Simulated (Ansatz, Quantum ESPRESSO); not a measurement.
## Sb: programs and potentials compared

```
CELL_PARAMETERS angstrom
0.00000 2.37124 2.37124
2.37124 0.00000 2.37124
2.37124 2.37124 0.00000
ATOMIC_POSITIONS crystal
Sb 0.00000 0.00000 0.00000
```

This isn't the form of Sb at room conditions, which is rhombohedral.

Alike in all runs: task band structure; functional LDA; k mesh 10 × 10 × 10; occupations fermi-dirac, width 0.05 eV; no spin polarisation; no spin-orbit coupling. LDA stands for any of its common fits. Pressure is positive in compression and, in plane waves, holds the error of the finite cutoff, which Ansatz's Pulay term estimates and takes out.

| program and potentials | plane-wave cutoff (eV) | notes | pressure (GPa) |
| --- | --- | --- | --- |
| Ansatz, Ansatz PAW | 420 | potentials made for PBE, which Ansatz adapts in part; Pulay term of +0.04 GPa included | -2.31 |
| Ansatz, all-electron LAPW, scalar-relativistic | - | - | -2.28 |
| Quantum ESPRESSO, GBRV 1.5 LDA | 612 | - | -2.43 |

The pressure spans -2.43 (Quantum ESPRESSO, GBRV 1.5 LDA) to -2.28 GPa (Ansatz, all-electron LAPW, scalar-relativistic), with all-electron results at -2.28.

Differences between rows come from potentials, basis sets and numerical settings, since the functional is the same but for its coding. Runs on potential files found faulty are left out.
